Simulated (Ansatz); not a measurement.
Runs of Ansatz 0.2.0 on MgSi. It takes space group P4/mmm (No. 123, tetragonal). The conventional cell has a = 2.908 Å, b = 2.908 Å, c = 4.103 Å, α = 90.00°, β = 90.00°, γ = 90.00°. Si (site symmetry 4/mmm) is surrounded by 8 Mg at 2.90 Å and 4 Si at 2.91 Å. Around Mg (site symmetry 4/mmm) lie 8 Si at 2.90 Å and 4 Mg at 2.91 Å. The cell comes from a database or a generator and needn't be the stable form of this composition.

| task | level | k mesh | cutoff (eV) | q mesh | points for each segment of the path | gap on the mesh (eV) | pressure (GPa) | V0 of scaled cells (Å³/atom) | B0 (GPa) |
| --- | --- | --- | --- | --- | --- | --- | --- | --- | --- |
| equation of state | LDA | 9 × 9 × 7 | 420 | - | - | - | - | 16.48 | 69 |
| equation of state | r2SCAN | 9 × 9 × 7 | 500 | - | - | - | - | 17.03 | 66 |
| phonons | PBEsol | 8 × 8 × 6 | 420 | 2 × 2 × 2 | 8 | none | - | - | - |
| band structure | LDA | 9 × 9 × 7 | 420 | - | 14 | none | (b) | - | - |
| band structure | r2SCAN | 9 × 9 × 7 | 500 | - | 14 | none | (a) | - | - |

Alike in all rows: potentials or basis Ansatz PAW; no spin polarisation; cell as given; smearing fermi-dirac 0.05 eV.

Task: Estimate the missing entries.

Result: (a) -1.2; (b) -3.2.

Caveats: the PAW data sets come from PBE, with cores solved anew for the run's functional, which leaves a small shift of forces and pressure (some runs); the cell was scaled at fixed shape and fractional positions, which overstates the stiffness of a crystal with free parameters, most of all of layers and chains (some runs); the PAW data sets were made with another functional, which shifts forces and pressure a little (some runs); some modes are imaginary (some runs); some levels weren't fully converged (some runs).

A gap of «none» marks a metal or a gap under the smearing width.
